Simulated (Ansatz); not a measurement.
HfC:

```
Hf C
1.0
     0.00000    2.32500    2.32500
     2.32500    0.00000    2.32500
     2.32500    2.32500    0.00000
Hf C
1 1
Direct
  0.50000 0.50000 0.50000
  0.00000 0.00000 0.00000
```

Base run:

- Program: Ansatz 0.2.0
- Functional: PBEsol
- Potentials or basis: Ansatz PAW
- Cutoff: 420 eV (not typed: the program's choice for these potentials)
- k mesh: 10 × 10 × 10
- Occupations: fermi-dirac, width 0.05 eV
- Spin: no spin polarisation
- Hubbard terms: Hf d U = 8 eV

Its results: band gap on the k mesh none (metal or under the smearing width); pressure 9.8 GPa.

Question: After a change of settings the same cell gave: band gap on the k mesh none (metal or under the smearing width); pressure 4.6 GPa. Which change was it?
A. spin from no spin polarisation to spin-orbit coupling, no magnetisation; hubbard terms from Hf d U = 8 eV to none; hubbard projectors from ortho-atomic (the default) to none; potential files from those of the base run to others of the same set
B. hubbard terms from Hf d U = 8 eV to none; hubbard projectors from ortho-atomic (the default) to none
C. hubbard terms from Hf d U = 8 eV to Hf d U = 2 eV
D. hubbard terms from Hf d U = 8 eV to Hf d U = 6 eV

Answer: D.

Caveats: U without spin polarisation on a metal has little footing; the PAW data sets come from PBE, with cores solved anew for the run's functional, which leaves a small shift of forces and pressure; the U is typed as a test and isn't derived for this compound.
